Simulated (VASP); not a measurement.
Wanted: the native input for a VASP 6.6.1 run.

| Item | Value |
| --- | --- |
| Task | relaxation of cell and atoms |
| Functional | r2SCAN |
| Dispersion | rVV10 |
| Potentials or basis | VASP PAW PBE potentials, release 64 (B, N) |
| Cutoff | 600 eV |
| k mesh | 15 × 15 × 1 |
| Occupations | gaussian, width 0.03 eV |
| Spin | no spin polarisation |
| Further INCAR settings | ALGO = Normal; EDIFF = 1e-06; IBRION = 2; EDIFFG = -0.01; NSW = 90; ISIF = 3 |

The structure of BN lies in POSCAR:

```
BN
1.0
    2.4982400000      0.0000000000      0.0000000000
   -1.2491200000      2.1635393000      0.0000000000
    0.0000000000      0.0000000000     21.3178500000
B N
2 2
Direct
    0.6666666700      0.3333333300      0.4221814100
    0.3333333300      0.6666666700      0.5778185900
    0.3333333300      0.6666666700      0.4221814100
    0.6666666700      0.3333333300      0.5778185900
```

The input as run:

INCAR

```
SYSTEM = BN
ALGO     = Normal         ! electronic algorithm
BPARAM   = 11.95        
CPARAM   = 0.0093       
EDIFF    = 1E-6           ! SCF threshold, eV
EDIFFG   = -0.01          ! ionic threshold
ENCUT    = 600            ! plane-wave cutoff, eV
IBRION   = 2              ! ionic algorithm
ISIF     = 3              ! what is computed and relaxed
ISMEAR   = 0              ! smearing method
IVDW_NL  = 2            
KPAR     = 2            
LASPH    = .TRUE.         ! aspherical terms in the spheres
LATTICE_CONSTRAINTS= .TRUE. .TRUE. .FALSE.
LCHARG   = .FALSE.        ! write CHGCAR
LMIXTAU  = .TRUE.       
LREAL    = .FALSE.        ! projectors in reciprocal space
LUSE_VDW = .TRUE.       
LWAVE    = .FALSE.        ! write WAVECAR
METAGGA  = R2SCAN         ! meta-GGA
NELM     = 120            ! most SCF steps
NSW      = 90             ! ionic steps
PREC     = Accurate       ! precision mode
SIGMA    = 0.03           ! smearing width, eV
```

KPOINTS

```
k-points
0
G
  15 15 1
  0 0 0
```

Potentials or basis: VASP PAW PBE potentials, release 64 (B, N).

Command:

```bash
$ cat potpaw_PBE.64/B/POTCAR potpaw_PBE.64/N/POTCAR > POTCAR
$ mpirun -np 2 vasp_std > vasp.out
```

Results of the run:

```yaml
Relaxed_volume: 28.89 Å³/atom
Relaxed_cell: a = 2.502 Å, b = 2.502 Å, c = 21.318 Å, α = 90.00°, β = 90.00°, γ = 120.00°
Space_group_after_relaxing_to_0.05_Å: P-3m1 (No. 164)
Energy_gained_by_relaxing: 0.2 meV/atom
Ionic_steps: 6
Largest_force_after_relaxing: 0.008 eV/Å
Band_gap_on_the_k_mesh: 5.14 eV, indirect (least direct gap 5.46 eV)
```

Caveat: the PAW data sets were made with another functional, which shifts forces and pressure a little.

It took 14 min on 2 MPI ranks on AMD EPYC 9R45 96-Core Processor (Zen 5), on a shared host, peak memory 0.53 GiB a rank.
